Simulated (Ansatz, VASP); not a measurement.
**Zn: VASP beside Ansatz**

```xyz
1
Lattice="-1.6161 1.6161 1.5690 1.6161 -1.6161 1.5690 1.6161 1.6161 -1.5690" Properties=species:S:1:pos:R:3 pbc="T T T"
Zn    0.0000    0.0000    0.0000
```

Change from the starting cell: strain +0.030 along x and y, +0.000 along z, atoms carried along.

Alike in both runs: task single point; functional PBE; k mesh 22 × 22 × 22; occupations gaussian, width 0.15 eV; no spin polarisation.

```csv
,VASP,Ansatz
version,VASP 6.6.1,Ansatz 0.2.0
potentials or method,"VASP PAW PBE potentials, release 64 (Zn)","scalar-relativistic, plane waves, PAW"
plane-wave cutoff (eV),520,420
valence electrons in the cell,12,12
```

VASP gave:

- gap on the k mesh at the Fermi level (eV): none
- pressure (GPa): -3.2
- largest component of the traceless stress (GPa): 0.90

**Question.** Which values does Ansatz return?

**Answer.** gap on the k mesh at the Fermi level (eV): none; pressure (GPa): -3.4; largest component of the traceless stress (GPa): 0.90.

A gap of «none» marks a metal or a gap that the smearing closes.
